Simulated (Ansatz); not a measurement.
RbCl (rocksalt), relaxed with r2SCAN in the PAW code Ansatz: it is cubic, Fm-3m (No. 225); a = 6.612 Å in the conventional setting, 36.13 Å³ an atom. Rb is surrounded by 6 Cl at 3.31 Å; Cl is surrounded by 6 Rb at 3.31 Å. The cell was then strained (x, y and z are the cube axes), with the atoms relaxed again; stress is positive in compression. No spin polarisation and no zero-point or thermal motion.

- Uniaxial +1.5 % along z, other directions held: r2SCAN's stress changes by -0.54 GPa along the strain and -0.07 GPa across it.
- Epitaxial strain of +0.5 % in the (001) plane: the free normal strain is -0.07 % and the in-plane stress changes by -0.22 GPa.
- Uniaxial strain of -1.0 % along [111], atoms relaxed: the xy stress changes by +0.030 GPa.

Estimate C₁₁, C₁₂ and the bulk modulus from the uniaxial step.
With compression positive, C₁₁ ≈ −Δσ∥/ε = (+0.54)/(+0.0150) = 36 GPa and C₁₂ ≈ (+0.07)/(+0.0150) = 5 GPa; B = (C₁₁ + 2C₁₂)/3 = 15 GPa. A one-sided step carries third-order terms: it reads low by some per cent.

What do the film's normal strain and stress say about the elastic constants?
ε⊥/ε∥ = (-0.0007)/(+0.0050) = -0.14, which linear elasticity sets to −2C₁₂/C₁₁ = -0.26 from the uniaxial step. The biaxial modulus is M = −Δσ/ε∥ = 44 GPa (C₁₁ + C₁₂ − 2C₁₂²/C₁₁ = 39 GPa).

How much elastic energy does the film store, with 36.13 Å³ an atom?
u = M ε∥² = −Δσ ε∥ = +0.22 × (+0.0050) = 0.0011 GPa, and 1 GPa Å³ is 6.2415 meV: 0.25 meV an atom. The total energies of the two runs differ by 0.20 meV an atom.

Estimate C₄₄.
A strain ε along [111] has ε_xy = ε/3 = -0.00333, an engineering shear of 2ε/3, so C₄₄ ≈ −Δσ_xy/(2ε/3) = 4 GPa, atoms relaxed.
